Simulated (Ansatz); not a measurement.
The system is MgO.

```
Mg O
1.0
     0.00000    2.09700    2.09700
     2.09700    0.00000    2.09700
     2.09700    2.09700    0.00000
Mg O
1 1
Direct
  0.00000 0.00000 0.00000
  0.50000 0.50000 0.50000
```

The cell is a database's computed one.

```yaml
Program: Ansatz 0.2.0
Task: relaxation of cell and atoms
Functional: PBE
Dispersion: D4
Potentials_or_basis: all-electron LAPW, scalar-relativistic
Basis_error_allowed: 0.001 eV/atom
k_mesh: 11 × 11 × 11
Occupations: fermi-dirac, width 0.05 eV
Spin: no spin polarisation
```

At the start: volume 9.22 Å³/atom.

Where does the relaxation end?

Over 5 steps the energy falls by 2.4 meV/atom and the volume is 9.44 Å³/atom (+2.3 %); space group Fm-3m (No. 225, to 0.05 Å).

The path:
```
step  energy change (eV)  largest force (eV/Å)  volume (Å³)
   1              0.0000                0.0000        18.44
   2             -0.0032                0.0000        18.62
   3             -0.0049                0.0000        18.86
   4             -0.0049                0.0000        18.87
   5             -0.0049                0.0000        18.87
```

Final structure:
```cif
data_structure
_symmetry_space_group_name_H-M 'P 1'
_symmetry_Int_Tables_number 1
_cell_length_a 2.9884
_cell_length_b 2.9884
_cell_length_c 2.9884
_cell_angle_alpha 60.000
_cell_angle_beta 60.000
_cell_angle_gamma 60.000
_cell_volume 18.87
loop_
_atom_site_label
_atom_site_type_symbol
_atom_site_fract_x
_atom_site_fract_y
_atom_site_fract_z
_atom_site_occupancy
Mg1 Mg 0.00000 0.00000 0.00000 1
O1 O 0.50000 0.50000 0.50000 1
```
